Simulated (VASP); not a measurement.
## Ag: single point with r2SCAN

Ag:

```
Ag
1.0
     2.90370    0.00000    0.00000
    -1.45185    2.51467    0.00000
     0.00000    0.00000    4.74785
Ag
2
Direct
  0.33333 0.66667 0.25000
  0.66667 0.33333 0.75000
```

This isn't the form of Ag at room conditions, which is fcc.

* Program: VASP 6.6.1
* Task: single point
* Functional: r2SCAN
* Potentials or basis: VASP PAW PBE potentials, release 64 (Ag)
* Cutoff: 520 eV
* k mesh: 18 × 18 × 10
* Occupations: gaussian, width 0.1 eV
* Spin: no spin polarisation

```
Pressure               : 0.1 GPa
Band gap on the k mesh : none (metal or under the smearing width)
```

Levels at points of the mesh, in eV from the Fermi level:
| k point | band 9 | band 10 | band 11 | band 12 | band 13 | band 14 |
| --- | --- | --- | --- | --- | --- | --- |
| (0.00, 0.00, 0.00) | -4.40 | -3.40 | -3.40 | -0.28 | 3.60 | 16.26 |
| (0.50, 0.00, 0.00) | -3.21 | -3.12 | 0.14 | 1.56 | 7.13 | 7.37 |
| (0.00, 0.00, 0.50) | -3.71 | -3.71 | -3.71 | -3.71 | 11.41 | 11.41 |
| (0.50, 0.00, 0.50) | -3.18 | -3.18 | 0.88 | 0.88 | 4.66 | 4.66 |

Run time: 4.9 min on 1 thread of AMD EPYC 9R45 (Zen 5), on a shared host, peak memory 0.21 GiB.

Caveat: the PAW data sets were made with another functional, which shifts forces and pressure a little.
